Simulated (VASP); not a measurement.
# KF (Immm) in VASP: electric field gradients with PBE

Aim: the electric field gradients of KF with PBE.

Everything below comes from runs of VASP 6.6.1. Logs are shortened: lines on timing, memory, paths and dates and some standing lists are left out, and cuts for length are marked.

## 1. The cell of the first run

It takes space group Immm (No. 71, orthorhombic). The conventional cell has a = 3.813 Å, b = 3.852 Å, c = 5.420 Å, α = 90.00°, β = 90.00°, γ = 90.00°. K (site symmetry mmm) has 6 F at 2.71 Å as nearest neighbours. F (site symmetry mmm) has 6 K at 2.71 Å as nearest neighbours.

The cell was relaxed by an earlier calculation.

## 2. Electric field gradients, PBE (xy shear strain of +1 %)

Input file INCAR:

```
SYSTEM = KF
ALGO     = Fast           ! electronic algorithm
EDIFF    = 1E-8           ! SCF threshold, eV
ENCUT    = 520            ! plane-wave cutoff, eV
GGA      = PE             ! functional
ISIF     = 2              ! what is computed and relaxed
ISMEAR   = -1             ! smearing method
LASPH    = .True.         ! aspherical terms in the spheres
LCHARG   = .False.        ! write CHGCAR
LEFG     = .True.       
LREAL    = .False.        ! projectors in reciprocal space
LWAVE    = .False.        ! write WAVECAR
NBANDS   = 15             ! bands
NELM     = 100            ! most SCF steps
PREC     = Accurate       ! precision mode
SIGMA    = 0.08           ! smearing width, eV
```

Input file KPOINTS:

```
k-points
0
Gamma
  16 16 16
  0 0 0
```

Input file POSCAR:

```
KF
1.0
    0.0135494381      2.7098876288      2.7098876288
    2.7098876288      0.0135494381      2.7098876288
    2.7234370670      2.7234370670      0.0000000000
K F
1 1
Direct
    0.0000000000      0.0000000000      0.0000000000
    0.5000000000      0.5000000000      0.5000000000
```

Potentials or basis: VASP PAW PBE potentials, release 64 (K_sv, F).

The run is started by

```console
> cat potpaw_PBE.64/K_sv/POTCAR potpaw_PBE.64/F/POTCAR > POTCAR
> mpirun -np 1 vasp_std > vasp.out
```

OUTCAR:

```text
SYSTEM = KF
   EDIFF = 1E-8
   ENCUT = 520
   GGA = PE
   ISIF = 2
   ISMEAR = -1
   LASPH = .True.
   LREAL = .False.
   NELM = 100
   PREC = Accurate

 ion  position               nearest neighbor table
   1  0.000  0.000  0.000-   2 2.71   2 2.71   2 2.71   2 2.71   2 2.71   2 2.71
   2  0.500  0.500  0.500-   1 2.71   1 2.71   1 2.71   1 2.71   1 2.71   1 2.71

  LATTYP: Found a body centered orthorhombic cell.
 ALAT       =     3.8131980380
 B/A-ratio  =     1.0100502513
 C/A-ratio  =     1.4213201632

  Lattice vectors:

 A1 = (   2.7098876289,   0.0135494382,  -2.7098876288)
 A2 = (  -2.7098876288,  -0.0135494381,  -2.7098876288)
 A3 = (   0.0135494381,   2.7098876288,   2.7098876288)

Analysis of symmetry for initial positions (statically):
=====================================================================
 Subroutine PRICEL returns:
 Original cell was already a primitive cell.

 Routine SETGRP: Setting up the symmetry group for a
 body centered orthorhombic supercell.

 Subroutine GETGRP returns: Found  8 space group operations
 (whereof  8 operations were pure point group operations)
 out of a pool of  8 trial point group operations.

The static configuration has the point symmetry D_2h.

Analysis of symmetry for dynamics (positions and initial velocities):
=====================================================================
 Subroutine PRICEL returns:
 Original cell was already a primitive cell.

 Routine SETGRP: Setting up the symmetry group for a
 body centered orthorhombic supercell.

 Subroutine GETGRP returns: Found  8 space group operations
 (whereof  8 operations were pure point group operations)
 out of a pool of  8 trial point group operations.

The dynamic configuration has the point symmetry D_2h.

 Subroutine INISYM returns: Found  8 space group operations
 (whereof  8 operations are pure point group operations),
 and found     1 'primitive' translations

----------------------------------------------------------------------------------------

                                     Primitive cell

  volume of cell :      39.7991

  direct lattice vectors                    reciprocal lattice vectors
     0.013549438  2.709887629  2.709887629    -0.185436679  0.185436679  0.184509496
     2.709887629  0.013549438  2.709887629     0.185436679 -0.185436679  0.184509496
     2.723437067  2.723437067  0.000000000     0.183591538  0.183591538 -0.184509496

  length of vectors
     3.832383789  3.832383789  3.851521636     0.320651334  0.320651334  0.318520737

  position of ions in fractional coordinates (direct lattice)
     0.000000000  0.000000000  0.000000000
     0.500000000  0.500000000  0.500000000

  ion indices of the primitive-cell ions
   primitive index   ion index
                 1           1
                 2           2

----------------------------------------------------------------------------------------

 KPOINTS: k-points

Automatic generation of k-mesh.
 Grid dimensions read from file:
 generate k-points for:   16   16   16

 Generating k-lattice:

  Cartesian coordinates                     Fractional coordinates (reciprocal lattice)
    -0.011589792  0.011589792  0.011531843     0.062500000 -0.000000000  0.000000000
     0.011589792 -0.011589792  0.011531843    -0.000000000  0.062500000  0.000000000
     0.011474471  0.011474471 -0.011531843     0.000000000  0.000000000  0.062500000

  Length of vectors
     0.020040708  0.020040708  0.019907546

  Shift w.r.t. Gamma in fractional coordinates (k-lattice)
     0.000000000  0.000000000  0.000000000

 Subroutine IBZKPT returns following result:
 ===========================================

 Found    621 irreducible k-points:

 Following reciprocal coordinates:
            Coordinates               Weight
  0.000000  0.000000  0.000000      1.000000
  0.062500 -0.000000  0.000000      4.000000
  0.125000 -0.000000  0.000000      4.000000
  0.187500 -0.000000  0.000000      4.000000
[... 35 lines left out ...]
   LSORBIT =      F    spin-orbit coupling
   LASPH  =      T    aspherical Exc in radial PAW
   ENCUT  =  520.0 eV  38.22 Ry    6.18 a.u.   7.13  7.13  7.16*2*pi/ulx,y,z
   NELM   =    100;   NELMIN=  2; NELMDL= -5     # of ELM steps
   EDIFF  = 0.1E-07   stopping-criterion for ELM
   LREAL  =      F    real-space projection
   EDIFFG = 0.1E-06   stopping-criterion for IOM
   NSW    =      0    number of steps for IOM
   IBRION =     -1    ionic relax: 0-MD 1-quasi-New 2-CG
   NFREE  =      0    steps in history (QN), initial steepest desc. (CG)
   ISIF   =      2    stress and relaxation
   ISYM   =      2    0-nonsym 1-usesym 2-fastsym
   POTIM  = 0.5000    time-step for ionic-motion
   TEBEG  =    0.0;   TEEND  =   0.0 temperature during run
   PSTRESS=    0.0 pullay stress
   NELECT =      16.0000    total number of electrons
   NUPDOWN=      -1.0000    fix difference up-down
   EMIN   =  10.00;   EMAX   =-10.00  energy-range for DOS
   EFERMI =   0.00;   METHOD = LEGACY
   ISMEAR =    -1;   SIGMA  =   0.08  broadening in eV -4-tet -1-fermi 0-gaus
   EFERMI_NEDOS =   21; number of points for ismear=-14 and -15
   IALGO  =     68    algorithm
   IMIX   =      4    mixing-type and parameters
     AMIX     =   0.40;   BMIX     =  1.00
     AMIX_MAG =   1.60;   BMIX_MAG =  1.00
  volume/ion in A,a.u.               =      19.90       134.29
  Fermi-wavevector in a.u.,A,eV,Ry     =   1.208251  2.283263 19.862744  1.459870
  Thomas-Fermi vector in A             =   2.343864
   LORBIT       =      0    0 simple, 1 ext, 2 COOP (PROOUT), +10 PAW based schemes
   GGA     = PE    functional components
   LHFCALC =     F    Hartree Fock is set to
   AEXX    =    0.0000 exact exchange contribution
   IVDW    =     0    specifies the selected vdW correction
   LEPSILON=     F    determine dielectric tensor
   LRPA    =     F    only Hartree local field effects (RPA)
 non-spin polarized calculation
 RMM-DIIS sequential band-by-band and
  energy-cutoff  :      520.00
  volume of cell :       39.80
 maximum number of plane-waves:      1086
 NGX is ok and might be reduce to    30

 number of electron      15.9999992 magnetization

 Free energy of the ion-electron system (eV)
  ---------------------------------------------------
  ext. energy  EPLUGINS =         0.00000000
  ---------------------------------------------------
  free energy    TOTEN  =        -8.29908220 eV

  energy without entropy =       -8.29908220  energy(sigma->0) =       -8.29908220

 E-fermi :  -1.0152     XC(G=0):  -8.2135

 val. band max:       -2.9081136826   @ k =   0.0000   0.0000   0.0000
 cond. band min:       3.0355281056   @ k =   0.0000   0.0000   0.0000
 fundamental gap:      5.9436417883
 Fermi energy:        -1.0152290028

 k-point     1 :       0.0000    0.0000    0.0000
  band No.  band energies     occupation
      1     -29.1717      2.00000
      2     -21.5472      2.00000
      3     -12.4523      2.00000
      4     -12.4509      2.00000
      5     -12.4494      2.00000
      6      -2.9181      2.00000
      7      -2.9133      2.00000
      8      -2.9081      2.00000
      9       3.0355      0.00000
     10       7.5979      0.00000
     11       7.6451      0.00000
     12       7.6940      0.00000
     13       9.2625      0.00000
     14       9.2626      0.00000
[... 401 lines left out ...]
      2     -21.5534      2.00000
      3     -12.4713      2.00000
      4     -12.4648      2.00000
      5     -12.4507      2.00000
      6      -3.0090      2.00000
      7      -2.9615      2.00000
      8      -2.9235      2.00000
      9       3.3199      0.00000
     10       7.4803      0.00000
     11       7.7086      0.00000
     12       7.8421      0.00000
     13       9.3438      0.00000
     14       9.3478      0.00000
     15      14.2585      0.00000

 [... further k-points ...]

------------------------ aborting loop because EDIFF is reached ----------------------------------------

  FORCE on cell =-STRESS in cart. coord.  units (eV):
  Direction    XX          YY          ZZ          XY          YZ          ZX
  --------------------------------------------------------------------------------------
  -------------------------------------------------------------------------------------
  Total        0.0073075      0.0073075      0.0068646     -0.0334390     -0.0000000     -0.0000000
  in kB        0.2941760      0.2941760      0.2763465     -1.3461408     -0.0000000     -0.0000000
  external PRESSURE =       0.2882328 kB  Pullay stress =       0.0000000 kB

 VOLUME and BASIS-vectors are now :
 -----------------------------------------------------------------------------
  energy-cutoff  :      520.00
  volume of cell :       39.80
      direct lattice vectors                 reciprocal lattice vectors
     0.013549438  2.709887629  2.709887629    -0.185436679  0.185436679  0.184509496
     2.709887629  0.013549438  2.709887629     0.185436679 -0.185436679  0.184509496
     2.723437067  2.723437067  0.000000000     0.183591538  0.183591538 -0.184509496

 POSITION                                       TOTAL-FORCE (eV/Angst)
 -----------------------------------------------------------------------------------
      0.00000      0.00000      0.00000         0.000000      0.000000     -0.000000
      2.72344      2.72344      2.70989        -0.000000     -0.000000      0.000000
 -----------------------------------------------------------------------------------
    total drift:                                0.000000      0.000000      0.000000

  FREE ENERGIE OF THE ION-ELECTRON SYSTEM (eV)
  ---------------------------------------------------
  free  energy   TOTEN  =        -8.2990822044 eV

  energy  without entropy=       -8.2990822043  energy(sigma->0) =       -8.29908220

 Electric field gradients (V/A^2)
---------------------------------------------------------------------
 ion       V_xx      V_yy      V_zz      V_xy      V_xz      V_yz
---------------------------------------------------------------------
   1       0.004     0.004    -0.009    -0.960    -0.000    -0.000
   2      -0.001    -0.001     0.002     0.342    -0.003    -0.003
---------------------------------------------------------------------

 Electric field gradients after diagonalization (V/A^2)
 (convention: |V_zz| > |V_xx| > |V_yy|)
----------------------------------------------------------------------
 ion       V_xx      V_yy      V_zz     asymmetry (V_yy - V_xx)/ V_zz
----------------------------------------------------------------------
   1      -0.956    -0.009     0.964       0.982
   2       0.341     0.002    -0.344       0.987
----------------------------------------------------------------------

           NMR quadrupolar parameters

 Cq : quadrupolar parameter    Cq=e*Q*V_zz/h
 eta: asymmetry parameters     (V_yy - V_xx)/ V_zz
 Q  : nuclear electric quadrupole moment in mb (millibarn)
----------------------------------------------------------------------
 ion       Cq(MHz)       eta       Q (mb)
----------------------------------------------------------------------
   1       0.002       0.982       1.000
   2      -0.001       0.987       1.000
----------------------------------------------------------------------
```

Run time: 7.3 min. Hardware: 1 thread of Intel Xeon Platinum 8488C (Sapphire Rapids), shared host; peak memory 0.44 GiB.

Results:

| Property | Result |
| --- | --- |
| Free energy | -8.2991 eV |
| Pressure | 0.0 GPa |
| Band gap on the k mesh | 5.94 eV, direct |

Electric field gradients, principal values (V/Å²):
```csv
atom,Vxx,Vyy,Vzz
1 K,-0.009,-0.956,0.964
2 F,0.002,0.341,-0.344
```

A k mesh can miss the band edges.
